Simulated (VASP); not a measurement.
# PbSe (Fm-3m) in VASP: further runs, part 2 of 2

VASP 6.6.1.

## 3. Relaxation of cell and atoms, PBE+D3(BJ)

This run uses another cell than the first one, of 28.71 Å³/atom, 0.995 times its volume.

File INCAR:

```
SYSTEM = PbSe
PREC = Accurate ; ENCUT = 600
EDIFF = 1E-7 ; ISMEAR = 0
SIGMA = 0.01 ; LREAL = .FALSE.
LASPH = .TRUE. ; NELM = 80
ALGO = Normal ; ISIF = 3
LWAVE = .FALSE. ; LCHARG = .FALSE.
GGA = PE ; IVDW = 12
IBRION = 2 ; NSW = 100
EDIFFG = -0.005
```

File KPOINTS:

```
Automatic mesh
0
G
  10 10 10
  0 0 0
```

File POSCAR:

```
PbSe
1.0
    0.0000000000      3.0621500000      3.0621500000
    3.0621500000      0.0000000000      3.0621500000
    3.0621500000      3.0621500000      0.0000000000
Pb Se
1 1
Direct
    0.0000000000      0.0000000000      0.0000000000
    0.5000000000      0.5000000000      0.5000000000
```

Potentials or basis: VASP PAW PBE potentials, release 64 (Pb_d, Se).

Run with:

```sh
> cat potpaw_PBE.64/Pb_d/POTCAR potpaw_PBE.64/Se/POTCAR > POTCAR
> mpirun -np 1 vasp_std > vasp.out
```

OUTCAR:

```text
SYSTEM = PbSe
   PREC = Accurate
   ENCUT = 600
   EDIFF = 1E-7
   ISMEAR = 0
   LREAL = .FALSE.
   LASPH = .TRUE.
   NELM = 80
   ISIF = 3
   GGA = PE
   IVDW = 12
   IBRION = 2
   NSW = 100
   EDIFFG = -0.005
 IVDW          = 12

 ion  position               nearest neighbor table
   1  0.000  0.000  0.000-   2 3.06   2 3.06   2 3.06   2 3.06   2 3.06   2 3.06
   2  0.500  0.500  0.500-   1 3.06   1 3.06   1 3.06   1 3.06   1 3.06   1 3.06

  LATTYP: Found a face centered cubic cell.
 ALAT       =     6.1243000000

  Lattice vectors:

 A1 = (   0.0000000000,   3.0621500000,   3.0621500000)
 A2 = (   3.0621500000,   0.0000000000,   3.0621500000)
 A3 = (   3.0621500000,   3.0621500000,   0.0000000000)

Analysis of symmetry for initial positions (statically):
=====================================================================
 Subroutine PRICEL returns:
 Original cell was already a primitive cell.

 Routine SETGRP: Setting up the symmetry group for a
 face centered cubic supercell.

 Subroutine GETGRP returns: Found 48 space group operations
 (whereof 48 operations were pure point group operations)
 out of a pool of 48 trial point group operations.

The static configuration has the point symmetry O_h .

Analysis of symmetry for dynamics (positions and initial velocities):
=====================================================================
 Subroutine PRICEL returns:
 Original cell was already a primitive cell.
[... 155 lines left out ...]
  free energy    TOTEN  =        -8.17887577 eV

  energy without entropy =       -8.17887577  energy(sigma->0) =       -8.17887577

------------------------ aborting loop because EDIFF is reached ----------------------------------------

 Edisp (eV)   -0.73547

 E8    (eV) :    -0.3431
[... 71 lines left out ...]
--------------------------------------- Ionic step        3  -------------------------------------------

 number of electron      20.0000002 magnetization

 Free energy of the ion-electron system (eV)
  ---------------------------------------------------
  ext. energy  EPLUGINS =         0.00000000
  ---------------------------------------------------
  free energy    TOTEN  =        -8.18300589 eV

  energy without entropy =       -8.18300589  energy(sigma->0) =       -8.18300589

 E-fermi :   5.0866     XC(G=0):  -9.4991

 val. band max:        4.9826580719   @ k =   0.5000   0.0000   0.0000
 cond. band min:       5.2958140201   @ k =   0.5000   0.0000   0.0000
 fundamental gap:      0.3131559482
 Fermi energy:         5.0865954484

 k-point     1 :       0.0000    0.0000    0.0000
  band No.  band energies     occupation
      1     -11.8393      2.00000
      2     -11.8393      2.00000
      3     -11.8393      2.00000
      4     -11.8349      2.00000
      5     -11.8349      2.00000
      6      -8.5501      2.00000
      7      -1.3275      2.00000
      8       3.1394      2.00000
      9       3.1394      2.00000
     10       3.1394      2.00000
     11       9.6838      0.00000
     12       9.6838      0.00000
     13       9.6838      0.00000
     14      11.5176      0.00000
[... 377 lines left out ...]
      1     -11.9185      2.00000
      2     -11.8507      2.00000
      3     -11.8242      2.00000
      4     -11.8067      2.00000
      5     -11.8041      2.00000
      6      -7.4831      2.00000
      7      -2.6940      2.00000
      8       1.5653      2.00000
      9       2.1238      2.00000
     10       2.2459      2.00000
     11       8.8466      0.00000
     12       9.2037      0.00000
     13       9.8036      0.00000
     14      10.1624      0.00000

 [... further k-points ...]

------------------------ aborting loop because EDIFF is reached ----------------------------------------

 Edisp (eV)   -0.73159

 E8    (eV) :    -0.3414
[... 25 lines left out ...]
  FREE ENERGIE OF THE ION-ELECTRON SYSTEM (eV)
  ---------------------------------------------------
  free  energy   TOTEN  =        -8.9145985557 eV

  energy  without entropy=       -8.9145985557  energy(sigma->0) =       -8.91459856

 reached required accuracy - stopping structural energy minimisation
```

OSZICAR:

```text
N       E                     dE             d eps       ncg     rms          rms(c)
DAV:   1     0.165674721300E+03    0.16567E+03   -0.10613E+04  1316   0.161E+03
DAV:   2     0.504755716682E+01   -0.16063E+03   -0.15713E+03  1370   0.364E+02
DAV:   3    -0.816720945718E+01   -0.13215E+02   -0.13060E+02  1772   0.109E+02
[... 24 lines left out ...]
DAV:   2    -0.818308580765E+01    0.50661E-03   -0.10209E-03  1622   0.601E-01    0.481E-02
DAV:   3    -0.818300180646E+01    0.84001E-04   -0.38347E-04  1598   0.342E-01    0.884E-03
DAV:   4    -0.818300499594E+01   -0.31895E-05   -0.88821E-06  1340   0.337E-02    0.332E-03
DAV:   5    -0.818300583918E+01   -0.84324E-06   -0.12194E-06  1654   0.164E-02    0.155E-03
DAV:   6    -0.818300588908E+01   -0.49898E-07   -0.74757E-08   676   0.504E-03
   3 F= -.89145986E+01 E0= -.89145986E+01  d E =-.248497E-03
```

Run time: 36 s. Hardware: 1 thread of Intel Xeon 6975P-C (Granite Rapids), shared host; peak memory 0.24 GiB.

What came out:

```yaml
Free_energy: -8.9146 eV
Relaxed_volume: 28.86 Å³/atom
Relaxed_cell: a = 4.338 Å, b = 4.338 Å, c = 4.338 Å, α = 60.00°, β = 60.00°, γ = 60.00°
Space_group_after_relaxing_to_0.05_Å: Fm-3m (No. 225)
Energy_gained_by_relaxing: 0.1 meV/atom
Ionic_steps: 3
Pressure_after_relaxing: 0.0 GPa
Band_gap_on_the_k_mesh: 0.31 eV, direct
Dispersion_energy_per_atom: -0.366 eV
```

The path:
| step | energy change (eV) | largest force (eV/Å) | pressure (GPa) | volume (Å³) |
| --- | --- | --- | --- | --- |
| 1 | 0.0000 | 0.0000 | 0.27 | 57.43 |
| 2 | -0.0002 | 0.0000 | -0.09 | 57.83 |
| 3 | -0.0002 | 0.0000 | 0.00 | 57.72 |

Final structure:
```cif
data_structure
_symmetry_space_group_name_H-M 'P 1'
_symmetry_Int_Tables_number 1
_cell_length_a 4.3380
_cell_length_b 4.3380
_cell_length_c 4.3380
_cell_angle_alpha 60.000
_cell_angle_beta 60.000
_cell_angle_gamma 60.000
_cell_volume 57.72
loop_
_atom_site_label
_atom_site_type_symbol
_atom_site_fract_x
_atom_site_fract_y
_atom_site_fract_z
_atom_site_occupancy
Pb1 Pb 0.00000 0.00000 0.00000 1
Se1 Se 0.50000 0.50000 0.50000 1
```

Levels at points of the mesh, in eV from the valence-band top:
```tsv
k point	band 6	band 7	band 8	band 9	band 10	band 11	band 12	band 13	band 14
(0.00, 0.00, 0.00)	-13.53	-6.31	-1.84	-1.84	-1.84	4.70	4.70	4.70	6.53
(0.50, 0.00, 0.00)	-12.48	-8.76	-1.44	-1.44	0.00	0.31	1.72	1.72	8.55
(0.50, 0.50, 0.00)	-12.12	-7.37	-4.92	-3.19	-3.19	3.73	5.59	5.59	6.02
```

Caveat: spin-orbit coupling is left out, which moves the levels of the heavy elements. A k mesh can miss the band edges.

## 4. Comparison with measurements

Step 2. A measured gap of PbSe is 0.28 eV (direct; 300 K; a printed reference work, monograph); the calculated 0.31 eV misses it by +0.03 eV. 2 values of this kind are on record (0.15 to 0.28 eV); this one was drawn at random. Spin-orbit coupling on Pb, Se is left out. The value is that of PBE+D3(BJ) on a finite k mesh, which can miss the band edges, without temperature or zero-point motion.
